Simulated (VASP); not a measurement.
# AlP (F-43m) in VASP: further runs, part 2 of 2

VASP 6.6.1. The steps go on from the part before.

### 5 Single point, r2SCAN

This run uses another cell than the first one, of 20.55 Å³/atom, 1.031 times its volume.

POSCAR

```
AlP
1.0
    0.0000000000      2.7392607952      2.7392607952
    2.7392607952      0.0000000000      2.7392607952
    2.7392607952      2.7392607952      0.0000000000
Al P
1 1
Direct
    0.0000000000      0.0000000000      0.0000000000
    0.2500000000      0.2500000000      0.2500000000
```

INCAR.step1

```
PREC     = Accurate       # precision mode
ENCUT    = 550            # plane-wave cutoff, eV
ISMEAR   = 0              # smearing method
SIGMA    = 0.01           # smearing width, eV
LREAL    = F              # projectors in reciprocal space
LASPH    = T              # aspherical terms in the spheres
NELM     = 120            # most SCF steps
NBANDS   = 11             # bands
GGA      = PE             # functional
ALGO     = Normal         # electronic algorithm
EDIFF    = 1E-5           # SCF threshold, eV
LWAVE    = T              # write WAVECAR
LCHARG   = F              # write CHGCAR
GGA_COMPAT= F
```

INCAR.step2

```
PREC     = Accurate       # precision mode
ENCUT    = 550            # plane-wave cutoff, eV
EDIFF    = 1E-6           # SCF threshold, eV
ISMEAR   = 0              # smearing method
SIGMA    = 0.01           # smearing width, eV
LREAL    = F              # projectors in reciprocal space
LASPH    = T              # aspherical terms in the spheres
NELM     = 120            # most SCF steps
ALGO     = Normal         # electronic algorithm
ISIF     = 2              # what is computed and relaxed
LWAVE    = F              # write WAVECAR
LCHARG   = F              # write CHGCAR
METAGGA  = R2SCAN         # meta-GGA
LMIXTAU  = T            
NBANDS   = 11             # bands
ISTART   = 1            
GGA_COMPAT= F
```

KPOINTS

```
Automatic mesh
0
Gamma
  8 8 8
```

Potentials or basis: VASP PAW PBE potentials, release 64 (Al, P).

Run with:

```
$ cat potpaw_PBE.64/Al/POTCAR potpaw_PBE.64/P/POTCAR > POTCAR
$ cp INCAR.step1 INCAR
$ mpirun -np 1 vasp_std > vasp.out
$ cp INCAR.step2 INCAR
$ mpirun -np 1 vasp_std > vasp.out
```

OUTCAR:

```text
PREC = Accurate
   ENCUT = 550
   EDIFF = 1E-6
   ISMEAR = 0
   LREAL = F
   LASPH = T
   NELM = 120
   ISIF = 2
   METAGGA = R2SCAN
   ISTART = 1

 ion  position               nearest neighbor table
   1  0.000  0.000  0.000-   2 2.37   2 2.37   2 2.37   2 2.37
   2  0.250  0.250  0.250-   1 2.37   1 2.37   1 2.37   1 2.37

  LATTYP: Found a face centered cubic cell.
 ALAT       =     5.4785215904

  Lattice vectors:

[... 520 lines left out ...]
     11      17.8106      0.00000

 [... further k-points ...]

------------------------ aborting loop because EDIFF is reached ----------------------------------------

  FORCE on cell =-STRESS in cart. coord.  units (eV):
  Direction    XX          YY          ZZ          XY          YZ          ZX
  --------------------------------------------------------------------------------------
  -------------------------------------------------------------------------------------
  Total       -0.0764300     -0.0764300     -0.0764300      0.0000000      0.0000000     -0.0000000
  in kB       -2.9788194     -2.9788194     -2.9788194      0.0000000      0.0000000     -0.0000000
  external PRESSURE =      -2.9788194 kB  Pullay stress =       0.0000000 kB

 VOLUME and BASIS-vectors are now :
 -----------------------------------------------------------------------------
  energy-cutoff  :      550.00
  volume of cell :       41.11
      direct lattice vectors                 reciprocal lattice vectors
     0.000000000  2.739260795  2.739260795    -0.182530996  0.182530996  0.182530996
     2.739260795  0.000000000  2.739260795     0.182530996 -0.182530996  0.182530996
     2.739260795  2.739260795  0.000000000     0.182530996  0.182530996 -0.182530996

 POSITION                                       TOTAL-FORCE (eV/Angst)
 -----------------------------------------------------------------------------------
      0.00000      0.00000      0.00000         0.000000      0.000000      0.000000
      1.36963      1.36963      1.36963        -0.000000     -0.000000     -0.000000
 -----------------------------------------------------------------------------------
    total drift:                               -0.000000     -0.000000     -0.000000

  FREE ENERGIE OF THE ION-ELECTRON SYSTEM (eV)
  ---------------------------------------------------
  free  energy   TOTEN  =       -17.2095005659 eV

  energy  without entropy=      -17.2095005659  energy(sigma->0) =      -17.20950057
```

OUTCAR.step1:

```text
PREC = Accurate
   ENCUT = 550
   ISMEAR = 0
   LREAL = F
   LASPH = T
[... 557 lines left out ...]
 -----------------------------------------------------------------------------------
      0.00000      0.00000      0.00000         0.000000     -0.000000     -0.000000
      1.36963      1.36963      1.36963        -0.000000      0.000000      0.000000
 -----------------------------------------------------------------------------------
    total drift:                               -0.000000     -0.000000     -0.000000

  FREE ENERGIE OF THE ION-ELECTRON SYSTEM (eV)
  ---------------------------------------------------
  free  energy   TOTEN  =       -10.3744765226 eV

  energy  without entropy=      -10.3744765226  energy(sigma->0) =      -10.37447652
```

OSZICAR.step1:

```text
N       E                     dE             d eps       ncg     rms          rms(c)
DAV:   1     0.130126866373E+02    0.13013E+02   -0.32351E+03   638   0.582E+02
DAV:   2    -0.970061009813E+01   -0.22713E+02   -0.21525E+02   819   0.952E+01
DAV:   3    -0.107117095459E+02   -0.10111E+01   -0.10084E+01   822   0.186E+01
DAV:   4    -0.107212262899E+02   -0.95167E-02   -0.95153E-02   766   0.212E+00
DAV:   5    -0.107214149280E+02   -0.18864E-03   -0.18864E-03   838   0.286E-01    0.447E+00
DAV:   6    -0.104158443901E+02    0.30557E+00   -0.61751E-01   722   0.291E+00    0.284E+00
DAV:   7    -0.103739616641E+02    0.41883E-01   -0.21621E-01   768   0.189E+00    0.143E+00
DAV:   8    -0.103744007594E+02   -0.43910E-03   -0.15187E-02   749   0.601E-01    0.238E-01
DAV:   9    -0.103743116633E+02    0.89096E-04   -0.74325E-04   756   0.149E-01    0.962E-02
DAV:  10    -0.103744712757E+02   -0.15961E-03   -0.23404E-04   716   0.804E-02    0.115E-02
DAV:  11    -0.103744765226E+02   -0.52468E-05   -0.24630E-05   784   0.228E-02
   1 F= -.10374477E+02 E0= -.10374477E+02  d E =-.307661E-18
```

Run time: 52 s. Hardware: 1 thread of AMD EPYC 7R13, shared host; peak memory 0.17 GiB.

What came out:

```
Free energy            : -17.2095 eV
Pressure               : -0.3 GPa
Band gap on the k mesh : 1.93 eV, indirect (least direct gap 3.91 eV)
```

Levels at points of the mesh, in eV from the valence-band top:
```tsv
k point	band 1	band 2	band 3	band 4	band 5	band 6	band 7	band 8
(0.00, 0.00, 0.00)	-11.93	0.00	0.00	0.00	3.91	4.96	4.96	4.96
(0.50, 0.00, 0.00)	-10.21	-5.63	-0.79	-0.79	3.29	5.22	5.22	8.92
(0.50, 0.50, 0.00)	-9.53	-5.40	-2.16	-2.16	1.93	2.85	11.90	11.90
```

Caveat: the PAW data sets were made with another functional, which shifts forces and pressure a little.

### 6 The runs side by side

```csv
cell,k mesh,gap on the mesh (eV),pressure (GPa)
"a = 3.835 Å, angles 60.0°, 2 atoms",6 × 6 × 6,1.87,2.6
"a = 3.912 Å, angles 60.0°, 2 atoms",6 × 6 × 6,1.98,-2.8
"a = 3.950 Å, angles 60.0°, 2 atoms",6 × 6 × 6,2.02,-4.9
"a = 3.874 Å, angles 60.0°, 2 atoms",8 × 8 × 8,1.93,-0.3
```

Alike in all rows: task single point; level r2SCAN; potentials or basis VASP PAW PBE potentials, release 64 (Al, P); no spin polarisation; cutoff (eV) 550; smearing gaussian 0.01 eV.

Caveats: the PAW data sets were made with another functional, which shifts forces and pressure a little.

Total energies depend on the potentials used, so only differences within one code and one set of settings carry meaning.

### 7 Comparison with measurements

Step 5. Against the measured gap of AlP, 2.505 eV (indirect; 4.2 K; a printed reference work, data compilation), the calculated 1.93 eV is off by -0.58 eV. The value is that of r2SCAN on a finite k mesh, which can miss the band edges, without temperature or zero-point motion.
